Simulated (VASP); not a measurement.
# A VASP 6.6.1 single-point calculation on GaN

INCAR

```
SIGMA = 0.02
NSW = 0
NELM = 120
ISMEAR = -1
ISIF = 2
NBANDS = 49
LASPH = .TRUE.
PREC = Accurate
GGA = PE
LWAVE = .FALSE.
LREAL = .FALSE.
IBRION = -1
LCHARG = .FALSE.
EDIFF = 1E-7
ENCUT = 520
```

KPOINTS

```
KPOINTS created by Atomic Simulation Environment
0
Gamma
10 10 10
0 0 0
```

POSCAR

```
Ga N
 1.0000000000000000
     0.0000000000000000    2.0357714583000002    2.1085152339000000
     2.0357714583000002    0.0000000000000000    2.1085152339000000
     2.0357714583000002    2.0357714583000002    0.0000000000000000
 Ga  N
   1   1
Cartesian
  0.0000000000000000  0.0000000000000000  0.0000000000000000
  2.0357714583000002  2.0357714583000002  2.1085152339000000
```

The recommended PBE PAW datasets give the neutral cell 18 valence electrons.

Command

```
mpirun -np 1 vasp_std
```

OSZICAR

```
N       E                     dE             d eps       ncg     rms          rms(c)
DAV:   1     0.141182060529E+03    0.14118E+03   -0.50017E+03 14250   0.708E+02
DAV:   2    -0.199373244583E+01   -0.14318E+03   -0.12448E+03 10419   0.206E+02
DAV:   3    -0.128578258854E+02   -0.10864E+02   -0.10709E+02 12024   0.413E+01
DAV:   4    -0.129523936346E+02   -0.94568E-01   -0.94535E-01 11558   0.375E+00
DAV:   5    -0.129525453634E+02   -0.15173E-03   -0.15173E-03 11688   0.143E-01    0.762E+00
DAV:   6    -0.110672806413E+02    0.18853E+01   -0.20327E+00 14425   0.140E+01    0.263E+00
DAV:   7    -0.110368764470E+02    0.30404E-01   -0.28720E-02 11334   0.973E-01    0.151E+00
DAV:   8    -0.110224300172E+02    0.14446E-01   -0.72921E-03 13055   0.510E-01    0.176E-01
DAV:   9    -0.110222601356E+02    0.16988E-03   -0.23566E-04 11302   0.368E-01    0.675E-02
DAV:  10    -0.110222928270E+02   -0.32691E-04   -0.47180E-05 11988   0.262E-02    0.166E-02
DAV:  11    -0.110222947153E+02   -0.18883E-05   -0.33017E-06 12232   0.184E-02    0.247E-03
DAV:  12    -0.110222947006E+02    0.14666E-07   -0.15080E-07 11345   0.160E-03
   1 F= -.11022295E+02 E0= -.11022295E+02  d E =-.744867E-12
```

From OUTCAR

```
k-points           NKPTS =    102   k-points in BZ     NKDIM =    102   number of bands    NBANDS=     49

   NELECT =      18.0000    total number of electrons

   dimension x,y,z NGX =    24 NGY =   24 NGZ =   24
   dimension x,y,z NGXF=    48 NGYF=   48 NGZF=   48

  energy-cutoff  :      520.00
  volume of cell :       17.48
      direct lattice vectors                 reciprocal lattice vectors
     0.000000000  2.035771458  2.108515234    -0.245607137  0.245607137  0.237133691
     2.035771458  0.000000000  2.108515234     0.245607137 -0.245607137  0.237133691
     2.035771458  2.035771458  0.000000000     0.245607137  0.245607137 -0.237133691

 k-points in reciprocal lattice and weights: KPOINTS created by Atomic Simulation Env
   0.00000000  0.00000000  0.00000000       0.001
   0.10000000 -0.00000000  0.00000000       0.008
   0.20000000 -0.00000000  0.00000000       0.008
   0.30000000  0.00000000  0.00000000       0.008
   0.40000000 -0.00000000  0.00000000       0.008
   0.50000000  0.00000000  0.00000000       0.004
   0.10000000  0.10000000  0.00000000       0.002
   0.20000000  0.10000000  0.00000000       0.008
   ...

 E-fermi :   9.4330

 k-point     1 :       0.0000    0.0000    0.0000
  band No.  band energies     occupation
      1      -9.2190      2.00000
      2      -5.0929      2.00000
      3      -5.0654      2.00000
      4      -5.0654      2.00000
      5      -4.9858      2.00000
      6      -4.9319      2.00000
      7       8.1855      2.00000
      8       8.1855      2.00000
      9       8.4921      2.00000
     10      12.0644      0.00000
     11      23.9113      0.00000
     12      24.1930      0.00000
     13      24.1930      0.00000
     14      24.8468      0.00000
     15      25.2738      0.00000
     16      26.4092      0.00000
     17      26.4093      0.00000
     18      30.4289      0.00000
     19      32.0003      0.00000
     20      39.1552      0.00000
     21      46.5869      0.00000
     22      48.0957      0.00000
     23      48.0957      0.00000
     24      60.1522      0.00000
     25      61.4295      0.00000
     26      61.4295      0.00000
     27      63.9810      0.00000
     28      64.7758      0.00000
     29      64.7758      0.00000
     30      65.1916      0.00000
     31      67.1371      0.00000
     32      72.3981      0.00000
     33      79.0843      0.00000
     34      81.3064      0.00000
     35      81.3064      0.00000
     36      83.1500      0.00000
     37      83.1500      0.00000
     38      85.9543      0.00000
     39      86.0177      0.00000
     40      87.4933      0.00000
     41      87.4933      0.00000
     42      87.5436      0.00000
     43      87.5436      0.00000
     44      89.0774      0.00000
     45      90.4441      0.00000
     46      90.5158      0.00000
     47      91.3659      0.00000
     48      91.3659      0.00000
     49      92.4795      0.00000

 ...

  Total        3.6668811      3.6668811      2.4902012      0.0000000      0.0000000      0.0000000
  in kB      336.1573648    336.1573648    228.2865084      0.0000000      0.0000000      0.0000000
  external PRESSURE =     300.2004126 kB  Pullay stress =       0.0000000 kB

 POSITION                                       TOTAL-FORCE (eV/Angst)
 -----------------------------------------------------------------------------------
      0.00000      0.00000      0.00000         0.000000     -0.000000      0.000000
      2.03577      2.03577      2.10852        -0.000000      0.000000     -0.000000
 -----------------------------------------------------------------------------------
    total drift:                                0.000000     -0.000000     -0.000000

  FREE ENERGIE OF THE ION-ELECTRON SYSTEM (eV)
  ---------------------------------------------------
  free  energy   TOTEN  =       -11.0222947006 eV

  energy  without entropy=      -11.0222947006  energy(sigma->0) =      -11.02229470
```

It converged. Results: gap between bands v and c on the k mesh 0.91 eV; least direct gap on the k mesh 3.57 eV; pressure 30.0 GPa. Band v is the last that the valence electrons fill when counted band by band, and c is the next.

For comparison, a separate PBE run of the intended cell, on usual settings and not on those above, gives a gap of 0.91 eV on its mesh and a pressure of 30.1 GPa.

The run above took about 28 s on one core of a shared host (Intel Xeon 6975P-C) and held 0.18 GiB at most.
